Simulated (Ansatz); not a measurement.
Input and command of a calculation in Ansatz (plane waves; scalar-relativistic PAW potentials unless the input names others):

```yaml
crystal:
  lattice:
    - [3.5737475181, 0.0, 0.0]
    - [0.0, 3.5737475181, 0.0]
    - [0.0, 0.0, 3.5737475181]
  atoms:
    - { symbol: Na, position: [0.0, 0.0, 0.0] }
    - { symbol: Cl, position: [0.5, 0.5, 0.5] }
basis:
  ecutwfc: 420
kpoints:
  mp_grid: { grid: [6, 6, 6] }
hamiltonian:
  xc: pbe
scf:
  occupations: { method: gaussian, width: 0.02 }
  mixing: { algorithm: broyden, beta: 1.0, ndim: 1, preconditioner: none }
  max_iter: 75
output:
  forces: true
  eigenvalues: true
  stress: true
```

```bash
ansatz run input.yaml --threads 1 --pin off --max-ram 2560MiB --backend cpu --events-out ev --progress --plain --runs-dir out
```

Abridged log:
```
Basis set: ecut = 420 eV, 895 PW (Γ), exchange–correlation on 48×48×48 points (8 copies of the dense FFT grid, shifted against one another)
Bands: 12, of which v1, the nominal top of the filled ones, is band 8 counted from 1 (7 counted from 0)
Symmetry: 48 space group operations
k-points: 20 of 216
SCF iter   1: F=—  HF=-2569.234463 eV  |F-HF|=—  |Δ(HF+E_count)|=         —  Δρ=6.59e-4  dr2=3.03e-4  ethr=1.77e-3  ⟨swp⟩=6.0  Hψ=1407  notcnv=0
SCF iter   2: F=—  HF=-2569.235179 eV  |F-HF|=—  |Δ(HF+E_count)|=   7.16e-4  Δρ=1.70e-3  dr2=2.02e-3  ethr=1.89e-6  ⟨swp⟩=2.0  Hψ=640  notcnv=0  κ⁻¹=1.0e0(r=1)
SCF iter   3: F=—  HF=-2569.234579 eV  |F-HF|=—  |Δ(HF+E_count)|=   6.00e-4  Δρ=6.81e-4  dr2=3.30e-4  ethr=1.89e-6  ⟨swp⟩=2.0  Hψ=332  notcnv=0  κ⁻¹=1.0e0(r=1)
SCF iter   4: F=—  HF=-2569.234463 eV  |F-HF|=—  |Δ(HF+E_count)|=   1.15e-4  Δρ=8.40e-5  dr2=1.52e-6  ethr=1.89e-6  ⟨swp⟩=2.0  Hψ=314  notcnv=0  κ⁻¹=1.0e0(r=1)
SCF iter   5: F=—  HF=-2569.234466 eV  |F-HF|=—  |Δ(HF+E_count)|=   3.18e-6  Δρ=6.84e-5  dr2=1.03e-6  ethr=9.53e-9  ⟨swp⟩=2.0  Hψ=400  notcnv=0  κ⁻¹=1.0e0(r=1)
SCF iter   6: F=-2569.234466 eV  HF=-2569.234466 eV  |F-HF|=2.06e-9  |Δ(HF+E_count)|=   7.85e-7  Δρ=2.80e-6  dr2=2.16e-9  ethr=6.25e-10  ⟨swp⟩=3.0  Hψ=876  notcnv=0
SCF 1 converged in 6 iterations: F = -2569.234466 eV  dr2 = 2.16e-9
SCF converged after 6 iterations
Stability not checked: this state was not tested for a lower state beside it, because the mixer in use, unlike msr1, does not test its closes by its own steps (another_mixer; see scf.mixing.algorithm and scf.lower_state_search)
Free energy (F): -2569.234466 eV
Harris-Foulkes:  -2569.234466 eV  (|F-HF|=2.06e-9)
Internal energy: -2569.234466 eV  (E = F + TS)
E sigma→0 (E₀):  -2569.234466 eV
Fermi energy:    3.722295 eV
--- Forces (eV/Å), atoms counted from 1 ---
  atom   1  Na     0.00000000     0.00000000     0.00000000
  atom   2  Cl     0.00000000     0.00000000     0.00000000
--- Stress (GPa, compression-positive) ---
       -1.274939       0.000000       0.000000
        0.000000      -1.274939       0.000000
        0.000000       0.000000      -1.274939
  P = ⅓ Tr σ = -1.2749 GPa (-12.749 kbar)
```

One setting here is unusual or wrong in general: mixing far too strong (scf.mixing: not typed → {"algorithm": "broyden", "beta": 1.0, "ndim": 1, "preconditioner": "none"}). For this cell it did little harm to the result: the run converged in 6 SCF iterations (reference: 8) with an energy at zero smearing within 0.01 meV/atom of the reference's, pressure -1.27 GPa, largest force 0.000 eV/Å, gap on the mesh 3.79 eV. A reference run from the same start on usual settings converged with pressure -1.28 GPa, largest force 0.000 eV/Å, gap on the mesh 3.79 eV.

It took 0.61 s on 1 thread of Arm Neoverse V2, on a shared host, peak memory 0.25 GiB.